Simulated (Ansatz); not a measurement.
The following input was run with Ansatz 0.2.0.

```yaml
crystal:
  lattice:
    - [2.7392625612, 0.0, 0.0]
    - [-1.3696312806, 2.3242432861, 0.0285352741]
    - [0.0, 0.03213744, 2.89930065]
  atoms:
    - { symbol: W, position: [0.0276699356, 0.0553398713, -0.0199226808] }
    - { symbol: C, position: [0.6389967311, 0.277993462, 0.5199226808] }
basis:
  ecutwfc: 420
kpoints:
  mp_grid: { grid: [16, 16, 12] }
hamiltonian:
  xc: pbesol
scf:
  occupations: { method: gaussian, width: 0.1 }
output:
  forces: true
  stress: true
  eigenvalues: true
  populations: true
```

Command:
```bash
ansatz run input.yaml --threads 1 --pin off --max-ram 1331MiB --backend cpu --events-out ev --progress --plain --runs-dir out
```

Method: DFT PBEsol, scalar-relativistic, plane waves, PAW (Ansatz 0.2.0).

Part of what the program printed, abridged (final results; tables in files aren't shown):

```
SCF 1 converged in 6 iterations: F = -10502.463221 eV  dr2 = 7.04e-8
SCF converged after 6 iterations
Free energy (F): -10502.463221 eV
Harris-Foulkes:  -10502.463221 eV  (|F-HF|=4.64e-8)
Internal energy: -10502.461477 eV  (E = F + TS)
E sigma→0 (E₀):  -10502.462349 eV
Entropy (-TS):   -0.001743 eV (-0.872 meV/atom)
Fermi energy:    23.838120 eV
--- Per-component energies (eV) ---
  E_band       = -10.339949
  E_kinetic    = 554.106409
  E_local      = -590.132991  (includes V_loc(G=0)·N_el)
  E_nonlocal   = 30.305590
  E_hartree    = 217.407483
  E_xc         = -318.151431
  E_vxc        = -304.718288  (∫ρ·V_xc dr)
  E_paw        = -8532.097555  (= ΣΔE_a)
  E_vpaw       = -134.708730  (= ΣTr[D̂ρ^β])
  E_aug_tail   = -0.000055  (compensation charges beyond the density's cutoff)
  E_ewald      = -1864.141819
  E_core_change = 0.242893  (= ΣΔE_core)
  E_smearing   = -0.001743  (= −TS)
--- Forces (eV/Å), atoms counted from 1 ---
  atom   1  W      0.00000000    -3.94002720     2.73645709
  atom   2  C      0.00000000     3.94005376    -2.73641940
--- Stress (GPa, compression-positive) ---
       98.650711       0.000000       0.000000
        0.000000      71.099683     -15.985589
        0.000000     -15.985593      30.750272
  P = ⅓ Tr σ = 66.8336 GPa (668.336 kbar)
--- Band table (eV; the first three rows and the last of 826) ---
  k-point 0: bands = ["-50.2205", "-14.5109", "-13.9735", "-13.8262", "8.0320", "17.8261", "20.2500", "20.4668", "22.9140", "25.9232", "27.5161", "28.3740", "28.4608"]
  k-point 1: bands = ["-50.2183", "-14.5610", "-13.9690", "-13.8232", "8.2139", "17.7316", "20.3113", "20.4934", "22.9583", "25.2006", "27.2434", "28.4229", "29.1660"]
  k-point 2: bands = ["-50.2120", "-14.6959", "-13.9567", "-13.8150", "8.7364", "17.3735", "20.5134", "20.5520", "23.1977", "24.0799", "26.6131", "28.2137", "30.4146"]
  k-point 825: bands = ["-50.0441", "-15.1248", "-14.8788", "-14.4585", "11.1705", "17.1896", "18.0035", "21.2615", "21.8101", "27.7054", "29.2616", "30.1855", "33.3352"]
--- Löwdin populations: 2 sites ---
  site symbol q [e]
     0      W     13.3112
     1      C      4.6156
  spilling = 0.004066 (of n_electrons = 18.000000)
```

The run converged.

Spin–orbit coupling is left out, which can shift energies with elements as heavy as these.